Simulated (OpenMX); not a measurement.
Crystal: Ge.

```
Ge
1.0
    -2.57449    2.57449    1.39741
     2.57449   -2.57449    1.39741
     2.57449    2.57449   -1.39741
Ge
2
Direct
  0.50000 0.50000 0.00000
  0.25000 0.75000 0.50000
```

This isn't the form of Ge at room conditions, which is diamond.

```yaml
Program: OpenMX 3.8.5
Task: single point
Functional: PBE
Potentials_or_basis: OpenMX 2013 PBE set, Ge7.0-s3p2d2, grid cutoff 300 Ry
k_mesh: 11 × 11 × 11
Occupations: fermi-dirac, width 0.05 eV
Spin: no spin polarisation
```

On this cell: pressure 4.4 GPa; largest force under 0.003 eV/Å; band gap on the k mesh none (metal or under the smearing width).

The same run follows on a disturbed copy (atoms moved at random, drawn with an rms of 0.05 Å):

```
Ge
1.0
    -2.57449    2.57449    1.39741
     2.57449   -2.57449    1.39741
     2.57449    2.57449   -1.39741
Ge
2
Direct
  0.47893 0.47435 0.99328
  0.24504 0.74252 0.50691
```

What changes?

The energy (extrapolated to zero smearing) moves by +2.8 meV/atom; pressure 4.5 GPa; largest force 0.215 eV/Å; band gap on the k mesh none (metal or under the smearing width).

Forces on the atoms (eV/Å):
```
Ge   0.178  0.118  0.021
Ge  -0.178 -0.118 -0.021
```

Caveats: the basis of atomic orbitals isn't converged, which shifts pressures, moduli and gaps.
